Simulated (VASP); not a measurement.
# BN in VASP: one cell, several levels of theory

What does VASP give for BN built on the wurtzite prototype, under -1.0 % equal strain in all directions, the cell held fixed? Runs: PBE, r2SCAN. The results are then set beside those of Ansatz 0.2.0 for the same cell.

Code: VASP 6.6.1. PAW datasets, plane waves. (Simulation; spin polarisation is off.)

## 1. Starting point

The cell comes from an earlier relaxation with r2SCAN in another program, then strained, with the atoms relaxed again.

It is hexagonal, P6_3mc (No. 186); conventional cell a = 2.519 Å, c = 4.166 Å, 5.72 Å³ an atom. Near B stand 4 N at 1.55–1.56 Å; near N stand 4 B at 1.55–1.56 Å.

As a file:

Space group P6_3mc (No. 186). a = 2.519 Å, b = 2.519 Å, c = 4.166 Å, α = 90.00°, β = 90.00°, γ = 120.00°
```csv
atom,site,symmetry,x,y,z
B,2b,3m.,0.3333,0.6667,0.0003
N,2b,3m.,0.3333,0.6667,0.3747
```

## 2. Single point with PBE

INCAR reads:

```
ENCUT = 520.000000
SIGMA = 0.020000
EDIFF = 1.00e-07
GGA = PE
PREC = Accurate
IBRION = -1
ISIF = 2
ISMEAR = -1
NBANDS = 16
NELM = 120
NSW = 0
LASPH = .TRUE.
LCHARG = .FALSE.
LWAVE = .FALSE.
LREAL = .FALSE.
```

KPOINTS reads:

```
KPOINTS created by Atomic Simulation Environment
0
Gamma
12 12 6
0 0 0
```

KPOINTS_OPT reads:

```
special points
8
Reciprocal
0.0000000000 0.0000000000 0.0000000000 1
0.5000000000 0.0000000000 0.0000000000 1
0.3333333333 0.3333333333 0.0000000000 1
0.0000000000 0.0000000000 0.5000000000 1
0.5000000000 0.0000000000 0.5000000000 1
0.3333333333 0.3333333333 0.5000000000 1
0.1000000000 0.0000000000 0.0000000000 1
-0.0052080000 0.0000000000 0.0000000000 1
```

POSCAR reads:

```
B  N
 1.0000000000000000
     2.5185104995703020    0.0000000000000000    0.0000000000000000
    -1.2592552497851510    2.1810940723257195    0.0000000000000000
     0.0000000000000000    0.0000000000000000    4.1657371880999996
 B   N
   2   2
Cartesian
  0.0000000000000000  1.4540627148838130  0.0013092728590888
  1.2592552497851510  0.7270313574419065  2.0841778669090889
  0.0000000000000000  1.4540627148838130  1.5608421726784112
  1.2592552497851510  0.7270313574419065  3.6437107667284110
```

The run uses the recommended PBE PAW datasets (16 valence electrons a neutral cell).

Launch:

```
$ mpirun -np 1 vasp_std
```

Printed to the terminal (iteration lines stand in OSZICAR):

```text
POSCAR found type information on POSCAR B N
 POSCAR found :  2 types and       4 ions
 LDA part: xc-table for (Slater+PW92), standard interpolation
 POSCAR, INCAR and KPOINTS ok, starting setup
 FFT: planning ... GRIDC
 FFT: planning ... GRID_SOFT
 FFT: planning ... GRID
 WAVECAR not read
 entering main loop
 Start KPOINTS_OPT (optional k-point list driver)
k-point batch [1-8\8]
```

OSZICAR:

```text
N       E                     dE             d eps       ncg     rms          rms(c)
DAV:   1     0.399551368621E+02    0.39955E+02   -0.83150E+03  2440   0.973E+02
DAV:   2    -0.345056198268E+02   -0.74461E+02   -0.69629E+02  3504   0.235E+02
DAV:   3    -0.368215040043E+02   -0.23159E+01   -0.23099E+01  2824   0.374E+01
DAV:   4    -0.368268123981E+02   -0.53084E-02   -0.53081E-02  2928   0.204E+00
DAV:   5    -0.368268264102E+02   -0.14012E-04   -0.14012E-04  2728   0.960E-02    0.976E+00
DAV:   6    -0.349673703357E+02    0.18595E+01   -0.22615E+00  3088   0.137E+01    0.468E+00
DAV:   7    -0.348085767895E+02    0.15879E+00   -0.34946E-01  3152   0.476E+00    0.281E+00
DAV:   8    -0.347791107565E+02    0.29466E-01   -0.54361E-02  2784   0.193E+00    0.263E-01
DAV:   9    -0.347779516340E+02    0.11591E-02   -0.19388E-03  2824   0.527E-01    0.142E-01
DAV:  10    -0.347782176035E+02   -0.26597E-03   -0.45501E-04  2864   0.169E-01    0.253E-02
DAV:  11    -0.347782239900E+02   -0.63865E-05   -0.32558E-05  3032   0.553E-02    0.152E-02
DAV:  12    -0.347782248182E+02   -0.82821E-06   -0.55864E-06  2904   0.237E-02    0.207E-03
DAV:  13    -0.347782249031E+02   -0.84857E-07   -0.15628E-07  2128   0.392E-03
   1 F= -.34778225E+02 E0= -.34778225E+02  d E =-.902463E-13
       N       E                     dE             ncg
DAV:   1     0.191102732236E+04   -0.29395E+04      256
DAV:   2     0.129038904209E+04   -0.62064E+03      392
DAV:   3     0.126993612177E+04   -0.20453E+02      296
DAV:   4     0.126988815008E+04   -0.47972E-01      304
DAV:   5     0.126988802376E+04   -0.12632E-03      296
DAV:   6     0.126988802311E+04   -0.64764E-06      296
DAV:   7     0.126988802311E+04   -0.40880E-08      232
```

The lines after F= are the extra pass for the points of KPOINTS_OPT, at fixed density; their E is not a total energy.

OUTCAR, selected sections:

```text
k-points           NKPTS =     76   k-points in BZ     NKDIM =     76   number of bands    NBANDS=     16

   NELECT =      16.0000    total number of electrons

   dimension x,y,z NGX =    20 NGY =   20 NGZ =   32
   dimension x,y,z NGXF=    40 NGYF=   40 NGZF=   64

  energy-cutoff  :      520.00
  volume of cell :       22.88
      direct lattice vectors                 reciprocal lattice vectors
     2.518510500  0.000000000  0.000000000     0.397060088  0.229242749  0.000000000
    -1.259255250  2.181094072  0.000000000     0.000000000  0.458485497  0.000000000
     0.000000000  0.000000000  4.165737188     0.000000000  0.000000000  0.240053550

 k-points in reciprocal lattice and weights: KPOINTS created by Atomic Simulation Env
   0.00000000  0.00000000  0.00000000       0.001
   0.08333333 -0.00000000  0.00000000       0.007
   0.16666667  0.00000000  0.00000000       0.007
   0.25000000  0.00000000  0.00000000       0.007
   0.33333333  0.00000000  0.00000000       0.007
   0.41666667 -0.00000000  0.00000000       0.007
   0.50000000  0.00000000  0.00000000       0.003
   0.08333333  0.08333333  0.00000000       0.007
[... 68 more k-points ...]

 E-fermi :   8.4500

 k-point     1 :       0.0000    0.0000    0.0000
  band No.  band energies     occupation
      1     -12.8168      2.00000
      2      -8.5107      2.00000
      3      -3.2649      2.00000
      4       5.7739      2.00000
      5       5.7739      2.00000
      6       7.6767      2.00000
      7       7.9706      2.00000
      8       7.9706      2.00000
      9      16.4714      0.00000
     10      16.4714      0.00000
     11      16.7647      0.00000
     12      17.8989      0.00000
     13      19.2464      0.00000
     14      20.1167      0.00000
     15      20.1167      0.00000
     16      24.6049      0.00000

 k-point     2 :       0.0833   -0.0000    0.0000
  band No.  band energies     occupation
      1     -12.6615      2.00000
      2      -8.3907      2.00000
      3      -3.1116      2.00000
      4       5.0676      2.00000
      5       5.4803      2.00000
      6       7.3863      2.00000
      7       7.5261      2.00000
      8       7.8076      2.00000
      9      16.2432      0.00000
     10      16.7855      0.00000
     11      17.0207      0.00000
     12      18.3839      0.00000
     13      19.7104      0.00000
     14      20.2337      0.00000
     15      20.5752      0.00000
     16      24.3573      0.00000

 k-point     3 :       0.1667    0.0000    0.0000
  band No.  band energies     occupation
      1     -12.2007      2.00000
      2      -8.0473      2.00000
      3      -2.6579      2.00000
      4       3.3658      2.00000
      5       4.7932      2.00000
      6       5.9498      2.00000
      7       7.0596      2.00000
      8       7.3612      2.00000
      9      15.8353      0.00000
     10      17.4120      0.00000
     11      17.5279      0.00000
     12      19.2317      0.00000
     13      20.1561      0.00000
     14      21.3410      0.00000
     15      21.7675      0.00000
     16      23.6184      0.00000

 k-point     4 :       0.2500    0.0000    0.0000
  band No.  band energies     occupation
      1     -11.4509      2.00000
      2      -7.5438      2.00000
      3      -1.9251      2.00000
      4       1.3461      2.00000
      5       4.0258      2.00000
      6       4.1449      2.00000
      7       6.2849      2.00000
      8       6.7878      2.00000
      9      15.4120      0.00000
     10      17.5307      0.00000
     11      18.2422      0.00000
     12      19.3311      0.00000
     13      20.6560      0.00000
     14      22.4428      0.00000
     15      23.3102      0.00000
     16      23.8084      0.00000

 k-point     5 :       0.3333    0.0000    0.0000
  band No.  band energies     occupation
      1     -10.4528      2.00000
      2      -7.0539      2.00000
      3      -0.9928      2.00000
      4      -0.4354      2.00000
      5       2.3327      2.00000
      6       3.3811      2.00000
      7       5.2305      2.00000
      8       6.2660      2.00000
      9      15.0710      0.00000
     10      16.9535      0.00000
     11      18.6214      0.00000
     12      19.8362      0.00000
     13      20.2136      0.00000
     14      23.6222      0.00000
     15      24.2617      0.00000
     16      24.8049      0.00000

 k-point     6 :       0.4167   -0.0000    0.0000
  band No.  band energies     occupation
      1      -9.3186      2.00000
      2      -6.9615      2.00000
      3      -1.5634      2.00000
      4       0.0663      2.00000
      5       0.8629      2.00000
      6       2.9629      2.00000
      7       4.0616      2.00000
      8       5.9137      2.00000
      9      14.8646      0.00000
     10      16.2914      0.00000
     11      18.7268      0.00000
     12      19.8689      0.00000
     13      20.7012      0.00000
     14      23.4929      0.00000
     15      24.5193      0.00000
     16      25.8819      0.00000

 k-point     7 :       0.5000    0.0000    0.0000
  band No.  band energies     occupation
      1      -8.5733      2.00000
      2      -7.2740      2.00000
      3      -1.7525      2.00000
      4      -0.0227      2.00000
      5       0.8662      2.00000
      6       2.8189      2.00000
      7       3.3846      2.00000
      8       5.7903      2.00000
      9      14.7996      0.00000
     10      16.0330      0.00000
     11      18.7372      0.00000
     12      19.7629      0.00000
     13      21.2735      0.00000
     14      22.9439      0.00000
     15      24.8066      0.00000
     16      26.2724      0.00000

 k-point     8 :       0.0833    0.0833    0.0000
  band No.  band energies     occupation
      1     -12.3535      2.00000
      2      -8.1587      2.00000
      3      -2.8081      2.00000
      4       4.0105      2.00000
      5       4.7819      2.00000
      6       6.5446      2.00000
      7       7.2211      2.00000
      8       7.3899      2.00000
      9      16.2463      0.00000
     10      16.9478      0.00000
     11      17.3766      0.00000
     12      19.1704      0.00000
     13      20.3253      0.00000
     14      20.3510      0.00000
     15      21.6309      0.00000
     16      23.9354      0.00000

 k-point     9 :       0.1667    0.0833    0.0000
  band No.  band energies     occupation
      1     -11.7476      2.00000
      2      -7.7313      2.00000
      3      -2.2132      2.00000
      4       2.3150      2.00000
      5       3.7226      2.00000
      6       5.2003      2.00000
      7       6.6234      2.00000
      8       6.7325      2.00000
      9      16.0982      0.00000
     10      17.3289      0.00000
     11      17.8980      0.00000
     12      19.5329      0.00000
     13      20.6861      0.00000
     14      21.5425      0.00000
     15      22.9672      0.00000
     16      23.6743      0.00000

 k-point    10 :       0.2500    0.0833    0.0000
  band No.  band energies     occupation
      1     -10.8705      2.00000
      2      -7.2150      2.00000
      3      -1.3621      2.00000
      4       0.4427      2.00000
      5       2.6551      2.00000
      6       3.7357      2.00000
      7       5.7273      2.00000
      8       6.1028      2.00000
      9      15.7429      0.00000
     10      17.1652      0.00000
     11      18.4519      0.00000
     12      19.7186      0.00000
     13      20.8071      0.00000
     14      22.9967      0.00000
     15      23.6114      0.00000
     16      24.4321      0.00000

 k-point    11 :       0.3333    0.0833    0.0000
  band No.  band energies     occupation
      1      -9.7882      2.00000
      2      -6.8796      2.00000
      3      -1.0661      2.00000
      4      -0.3003      2.00000
      5       1.4126      2.00000
      6       2.7756      2.00000
      7       4.6044      2.00000
      8       5.6267      2.00000
      9      15.4699      0.00000
     10      16.3669      0.00000
     11      18.7767      0.00000
     12      20.4162      0.00000
     13      20.7530      0.00000
     14      23.7681      0.00000
     15      24.1858      0.00000
     16      25.0165      0.00000

 k-point    12 :       0.4167    0.0833    0.0000
  band No.  band energies     occupation
      1      -8.7209      2.00000
      2      -7.0907      2.00000
      3      -1.6491      2.00000
      4       0.2008      2.00000
      5       0.8126      2.00000
      6       2.3798      2.00000
      7       3.5557      2.00000
      8       5.3733      2.00000
      9      15.4230      0.00000
     10      15.7240      0.00000
     11      18.8823      0.00000
     12      20.6494      0.00000
     13      21.3177      0.00000
     14      23.0977      0.00000
     15      24.6080      0.00000
     16      25.9893      0.00000

[... the tables of k-points 13 to 76 left out ...]

  Total        2.4838241      2.4838241      2.4907595      0.0000000      0.0000000      0.0000000
  in kB      173.9087353    173.9087353    174.3943216      0.0000000      0.0000000      0.0000000
  external PRESSURE =     174.0705974 kB  Pullay stress =       0.0000000 kB

 POSITION                                       TOTAL-FORCE (eV/Angst)
 -----------------------------------------------------------------------------------
      0.00000      1.45406      0.00131        -0.000000      0.000000      0.009399
      1.25926      0.72703      2.08418         0.000000     -0.000000      0.009399
      0.00000      1.45406      1.56084         0.000000     -0.000000     -0.009399
      1.25926      0.72703      3.64371        -0.000000      0.000000     -0.009399
 -----------------------------------------------------------------------------------
    total drift:                                0.000000      0.000000     -0.000233

  FREE ENERGIE OF THE ION-ELECTRON SYSTEM (eV)
  ---------------------------------------------------
  free  energy   TOTEN  =       -34.7782249031 eV

  energy  without entropy=      -34.7782249031  energy(sigma->0) =      -34.77822490
```

Hardware: 1 MPI rank of Intel Xeon Platinum 8488C, shared host.

The levels at the points of KPOINTS_OPT are read from vasprun.xml.

Levels at the named points, in eV from the top of band v (v: the last filled band by count, c: the next):

```csv
point,v−1,v,c,c+1
Γ,0.00,0.00,8.50,8.50
M,-4.59,-2.18,6.83,8.06
K,-5.59,-5.59,5.13,13.87
A,-1.22,-1.22,9.79,9.79
L,-3.69,-3.69,6.71,6.71
H,-3.14,-3.14,9.58,9.58
```

The PBE gap is 5.13 eV and indirect (Γ to K), with 8.43 eV as the least direct one. Pressure: 17.41 GPa; the forces vanish within 0.01 eV/Å.

(Part 1 of 2 ends here.)
